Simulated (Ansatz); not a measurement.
MgTe (P6_3mc) from a database structure at its r2SCAN geometry, run in Ansatz 0.2.0 at 4 levels of theory. Calculated for a static, non-magnetic cell.

The PBE+SOC input:
```yaml
crystal:
  lattice:
    - [4.5777324796, 0.0, 0.0]
    - [-2.2888662398, 3.9644326191, 0.0]
    - [0.0, 0.0, 7.4548284134]
  atoms:
    - { symbol: Mg, position: [0.3333333333, 0.6666666667, 0.9968886101] }
    - { symbol: Mg, position: [0.6666666667, 0.3333333333, 0.4968886101] }
    - { symbol: Te, position: [0.3333333333, 0.6666666667, 0.3731113899] }
    - { symbol: Te, position: [0.6666666667, 0.3333333333, 0.8731113899] }
kpoints:
  mp_grid: { grid: [6, 6, 4] }
  band_path:
    path:
      - [0.0, 0.0, 0.0]
      - [0.5, 0.0, 0.0]
      - [0.3333333333, 0.3333333333, 0.0]
      - [0.0, 0.0, 0.5]
      - [0.5, 0.0, 0.5]
      - [0.3333333333, 0.3333333333, 0.5]
      - [-0.010417, 0.005208, 0.0]
    npoints: 1
hamiltonian:
  xc: pbe
scf:
  occupations: { method: fixed }
  n_extra_bands: 10
magnetization:
  noncollinear: true
  spin_orbit: true
output:
  forces: true
  stress: true
  eigenvalues: true
```

Main results, then, where recorded, the levels near the gap in eV from the Fermi energy (columns number the bands from 0), one row a point of the path (Γ, M, K, A, L, H, K–Γ (0.98)):
```
Crystal: 4 atoms, lattice volume = 135.291 Å³
Symmetry: 12 space group operations + 12 with time reversal
Magnetic group: BNS 186.204 (UNI 1434)
```
```
Basis set: ecut = 420 eV, 2647 PW (Γ)
k-points: 21 of 144 (time reversal used)
SCF 1 converged in 8 iterations: F = -17816.534227 eV  dr2 = 1.51e-8
Free energy (F): -17816.534227 eV
Fermi energy:    4.571574 eV
--- Forces (eV/Å), atoms counted from 1 ---
  atom   1  Mg      0.00000      0.00000    -0.00236
  atom   2  Mg      0.00000      0.00000    -0.00236
  atom   3  Te      0.00000      0.00000      0.00232
  atom   4  Te      0.00000      0.00000      0.00232
--- Stress (GPa, compression-positive) ---
        0.715842       0.000000       0.000000
        0.000000       0.715842       0.000000
        0.000000       0.000000       0.693085
  P = ⅓ Tr σ = 0.7083 GPa (7.083 kbar)
```
```tsv
band_46	band_47	band_48	band_49	band_50	band_51	band_52	band_53	band_54	band_55	band_56	band_57
-0.506	-0.506	-0.001	-0.001	0.000	0.000	2.199	2.199	2.725	2.725	5.026	5.026
-1.433	-1.433	-1.317	-1.317	-0.631	-0.631	2.919	2.919	3.618	3.618	3.999	3.999
-1.773	-1.763	-1.763	-1.521	-1.441	-1.441	3.293	3.293	5.110	5.475	5.513	5.513
-0.756	-0.756	-0.268	-0.268	-0.268	-0.268	3.200	3.200	3.200	3.200	5.285	5.285
-1.360	-1.360	-0.923	-0.923	-0.923	-0.923	2.971	2.971	2.971	2.971	4.013	4.013
-2.006	-2.006	-0.938	-0.938	-0.793	-0.793	3.619	3.619	3.639	3.639	4.823	4.823
-0.508	-0.508	-0.006	-0.004	0.000	0.001	2.203	2.203	2.726	2.731	5.025	5.025
```

The PBE+SOC gap is indirect, 2.198 eV (K–Γ (0.98 of the way from K) to Γ), below the direct gap of 2.199 eV at Γ. Least and direct gap differ so little that the kind isn't settled.

Problem. Another run on the same cell gave
```
Basis set: ecut = 500 eV, 3417 PW (Γ)
k-points: 21 of 144 (time reversal used)
SCF 1 converged in 6 iterations: F = -17846.703146 eV  dr2 = 6.43e-8
Free energy (F): -17846.703146 eV
Fermi energy:    4.051525 eV
--- Forces (eV/Å), atoms counted from 1 ---
  atom   1  Mg      0.00000      0.00000    -0.00035
  atom   2  Mg      0.00000      0.00000    -0.00035
  atom   3  Te      0.00000      0.00000      0.00028
  atom   4  Te      0.00000      0.00000      0.00028
--- Stress (GPa, compression-positive) ---
       -0.012558       0.000000       0.000000
        0.000000      -0.012558       0.000000
        0.000000       0.000000      -0.004862
  P = ⅓ Tr σ = -0.0100 GPa (-0.100 kbar)
```
```tsv
band_23	band_24	band_25	band_26	band_27	band_28
-0.003	-0.003	0.000	3.160	3.597	5.821
-1.230	-0.985	-0.443	3.646	4.417	4.717
-1.402	-1.402	-1.374	3.914	6.343	6.343
-0.258	-0.258	-0.258	4.099	4.099	6.072
-0.889	-0.879	-0.879	3.720	3.720	4.784
-1.942	-0.625	-0.625	4.456	4.456	5.554
-0.008	-0.004	0.000	3.164	3.601	5.818
```
Which level of theory and mesh gave it?

Solution. It is r2SCAN, on 6×6×4; the blocks that differ from the first input, but for the band path:
```yaml
hamiltonian:
  xc: r2scan
scf:
  occupations: { method: fixed }
  n_extra_bands: 5
```
(magnetization left out)
With r2SCAN the valence top lies at K–Γ (0.98 of the way from K) and the conduction bottom at Γ, 3.160 eV higher; the smallest vertical gap, at Γ, is 3.160 eV. Least and direct gap differ so little that the kind isn't settled. The mean stress is close to zero (-0.01 GPa).

HSE06. Against the first input these blocks differ (the band path and keys that only write files left aside):
```yaml
kpoints:
  mp_grid: { grid: [6, 6, 2] }
hamiltonian:
  xc: hse06
scf:
  occupations: { method: fixed }
  n_extra_bands: 5
```
(magnetization left out)

```
Basis set: ecut = 420 eV, 2647 PW (Γ)
k-points: 14 of 72
SCF 1 stopped early in 2 iterations: F = -17811.044179 eV  dr2 = 9.15e-5
Exchange kernel: α = 0.2500, screened, ω = 0.2079 Å⁻¹, Wigner–Seitz truncation, v(0) = 1040.1407 eV·Å³, q-mesh 6×6×2
SCF 2 stopped early in 5 iterations: F = -17820.971491 eV  dr2 = 1.72e-6
hybrid outer 1: dexx = +6.897e-3 eV, tail = 1.34e-4 eV
SCF 3 converged in 5 iterations: F = -17820.971493 eV  dr2 = 3.24e-10
hybrid outer 2: dexx = +3.360e-7 eV, tail = 2.99e-8 eV, Δε = 2.32e-3 eV, ΔF = 1.31e-3 eV/Å
Free energy (F): -17820.971493 eV
Fermi energy:    3.769719 eV
--- Forces (eV/Å), atoms counted from 1 ---
  atom   1  Mg      0.00000      0.00000    -0.00243
  atom   2  Mg      0.00000      0.00000    -0.00243
  atom   3  Te      0.00000      0.00000      0.00243
  atom   4  Te      0.00000      0.00000      0.00243
--- Stress (GPa, compression-positive) ---
       -0.059474       0.000000       0.000000
        0.000000      -0.059474       0.000000
        0.000000       0.000000      -0.080942
  P = ⅓ Tr σ = -0.0666 GPa (-0.666 kbar)
```
```tsv
band_23	band_24	band_25	band_26	band_27	band_28
0.000	0.000	0.000	3.317	3.814	6.189
-1.316	-1.045	-0.476	3.947	4.718	5.065
-1.497	-1.497	-1.461	4.293	6.694	6.694
-0.276	-0.276	-0.276	4.324	4.324	6.450
-0.950	-0.941	-0.941	4.015	4.015	5.102
-2.059	-0.671	-0.671	4.733	4.733	5.963
-0.005	0.000	0.000	3.322	3.818	6.186
```

The HSE06 gap is indirect, 3.317 eV (K–Γ (0.98 of the way from K) to Γ), below the direct gap of 3.317 eV at Γ. Least and direct gap differ so little that the kind isn't settled. The mean stress, -0.1 GPa, is small, and the program warns that its thresholds are loose for a hybrid's stress.

Problem. In the first input these blocks are replaced (the band path and keys that only write files left aside):
```yaml
kpoints:
  mp_grid: { grid: [6, 6, 2] }
hamiltonian:
  xc: hse06
output:
  eigenvalues: true
```
What comes out?

Solution.
```
Basis set: ecut = 420 eV, 2647 PW (Γ)
k-points: 14 of 72
SCF 1 stopped early in 5 iterations: F = -17816.533999 eV  dr2 = 1.86e-5
Exchange kernel: α = 0.2500, screened, ω = 0.2079 Å⁻¹, Wigner–Seitz truncation, v(0) = 1040.1407 eV·Å³, q-mesh 6×6×2
SCF 2 stopped early in 6 iterations: F = -17816.786248 eV  dr2 = 1.84e-6
hybrid outer 1: dexx = +7.019e-3 eV, tail = 1.37e-4 eV
SCF 3 converged in 3 iterations: F = -17816.786252 eV  dr2 = 4.05e-8
hybrid outer 2: dexx = +2.902e-7 eV, tail = 1.12e-7 eV, Δε = 1.91e-3 eV
Free energy (F): -17816.786252 eV
Fermi energy:    4.061471 eV
```
```tsv
band_46	band_47	band_48	band_49	band_50	band_51	band_52	band_53	band_54	band_55	band_56	band_57
-0.555	-0.555	-0.002	-0.002	0.000	0.000	3.028	3.028	3.523	3.523	5.895	5.895
-1.561	-1.561	-1.414	-1.414	-0.685	-0.685	3.655	3.655	4.425	4.425	4.768	4.768
-1.912	-1.910	-1.910	-1.644	-1.560	-1.560	3.999	3.999	6.079	6.437	6.479	6.479
-0.817	-0.817	-0.294	-0.294	-0.294	-0.294	4.035	4.035	4.035	4.035	6.153	6.153
-1.475	-1.475	-1.001	-1.001	-1.001	-1.001	3.723	3.723	3.723	3.723	4.810	4.810
-2.170	-2.170	-1.021	-1.021	-0.865	-0.865	4.434	4.434	4.449	4.449	5.606	5.606
-0.557	-0.557	-0.006	-0.003	-0.001	-0.001	3.032	3.032	3.525	3.530	5.893	5.893
```
With HSE06+SOC the gap is 3.03 eV and direct, at Γ.

Small level splittings and stresses of the hybrids carry the error of their coarser meshes.

Totals of different functionals, or with and without spin-orbit coupling, can't be compared.

Only the levels marked +SOC include spin-orbit coupling.

The meshes of the hybrids are coarse, so their gaps aren't converged to the digits shown.
